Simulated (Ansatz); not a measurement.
This log comes from Ansatz, run on LiNbO3, LiNbO3 type. The geometry is the r2SCAN minimum.

Structure:
```
Li Nb O
1.0
     2.56870    1.48304    4.62823
    -2.56870    1.48304    4.62823
     0.00000   -2.96608    4.62823
Li Nb O
2 2 6
Cartesian
  0.0000 0.0000 10.8602
  0.0000 0.0000 3.9178
  0.0000 0.0000 6.9448
  0.0000 2.9661 9.2589
  0.9975 -1.3294 7.8201
  0.6525 1.5286 7.8201
  -0.6525 -1.4375 5.5060
  -1.6501 -0.1992 7.8201
  1.5712 0.1536 5.5060
  -0.9186 1.2839 5.5060
```

The output, standing remarks left out:
```
Pseudopotential: Li, paw, valence charge 3, recommended cutoff 500 eV
Pseudopotential: Nb, paw, valence charge 13, recommended cutoff 500 eV
Pseudopotential: O, paw, valence charge 6, recommended cutoff 500 eV
Crystal: 10 atoms, lattice volume = 105.787 Å³
Basis set: ecut = 500 eV, 2669 PW (Γ)
Bands: 44, of which v1, the nominal top of the filled ones, is band 34 counted from 1 (33 counted from 0)
Symmetry: 6 space group operations
k-points: 68 of 216 (irreducible under 2 space group operations, time reversal used)
SCF 1 converged in 9 iterations: F = -12961.393767 eV  dr2 = 3.18e-11
SCF converged after 9 iterations
Free energy (F): -12961.393767 eV
Fermi energy:    6.907798 eV
--- Band table (eV; the first three rows and the last of 68) ---
  k-point 0: bands = […, 6.1931, 6.1931, 6.2521, 6.3890, 6.8977, 6.8977, 10.9724, 10.9724, 11.4261, 12.4992, …]
  k-point 1: bands = […, 6.1114, 6.3697, 6.3983, 6.4773, 6.7631, 6.8188, 11.0043, 11.0227, 11.4272, 12.4018, …]
  k-point 2: bands = […, 6.3331, 6.4116, 6.4226, 6.5506, 6.6930, 6.8281, 11.0179, 11.2503, 11.7648, 12.0468, …]
  k-point 67: bands = […, 6.2695, 6.2695, 6.5991, 6.5991, 6.5991, 6.5991, 12.0024, 12.0024, 12.1974, 12.1974, …]
--- Dielectric response (ions clamped): 2 representative field directions + reference, on 68 of 216 k-points ---
  ε∞ (high-frequency dielectric tensor):
        4.984830     0.000000     0.000000
        0.000000     4.984830     0.000000
        0.000000     0.000000     4.731371
  Born effective charges Z* (e; rows j = field, columns β = displacement):
    site 0:
         1.19814    0.25085    0.00000
        -0.25085    1.19814    0.00000
         0.00000    0.00000    1.02700
    site 1:
         1.19814   -0.25085    0.00000
         0.25085    1.19814    0.00000
         0.00000    0.00000    1.02700
    site 2:
         7.13079   -1.49456    0.00000
         1.49456    7.13079    0.00000
         0.00000    0.00000    6.46706
    site 3:
         7.13079    1.49456    0.00000
        -1.49456    7.13079    0.00000
         0.00000    0.00000    6.46706
    site 4:
        -3.11403    1.23079   -1.44793
         1.13841   -2.43859    0.99937
        -1.34180    0.95703   -2.49802
    site 5:
        -1.58155   -0.25363   -0.14151
        -0.34601   -3.97107   -1.75362
        -0.15791   -1.64055   -2.49802
    site 6:
        -1.58155    0.25363    0.14151
         0.34601   -3.97107   -1.75362
         0.15791   -1.64055   -2.49802
    site 7:
        -3.63334   -0.83859    1.58944
        -0.93097   -1.91928    0.75426
         1.49971    0.68352   -2.49802
    site 8:
        -3.11403   -1.23079    1.44793
        -1.13841   -2.43859    0.99937
         1.34180    0.95703   -2.49802
    site 9:
        -3.63334    0.83859   -1.58944
         0.93097   -1.91928    0.75426
        -1.49971    0.68352   -2.49802
```

Question: Write the input file that gave this output.

Answer:
```yaml
crystal:
  # lattice and atoms as above
kpoints:
  mp_grid: { grid: [6, 6, 6] }
hamiltonian:
  xc: r2scan
scf:
  occupations: { method: fixed }
dielectric: {}
```
The cutoff of 500 eV is the one that these potentials recommend for a meta-GGA. There is no exchange loop, so no exact exchange. A response with clamped ions alone is the dielectric block. Close relatives of this functional can't be ruled out from these lines alone. This is the file that was run; thresholds and some counts can't be read off the log exactly.

Command: `ansatz run input.yaml --threads 2 --pin off --max-ram 20275MiB --backend cpu --events-out ev --progress --plain --runs-dir out`. Wall time 3.8 min on 2 threads of AMD EPYC 7R13 Processor (Zen 3), on a shared host, load about 5.0 per core; peak host memory 3 GiB.

These are computed values for a spin-unpolarised cell that may be hypothetical; none is a measurement.

Spin-orbit coupling is left out.
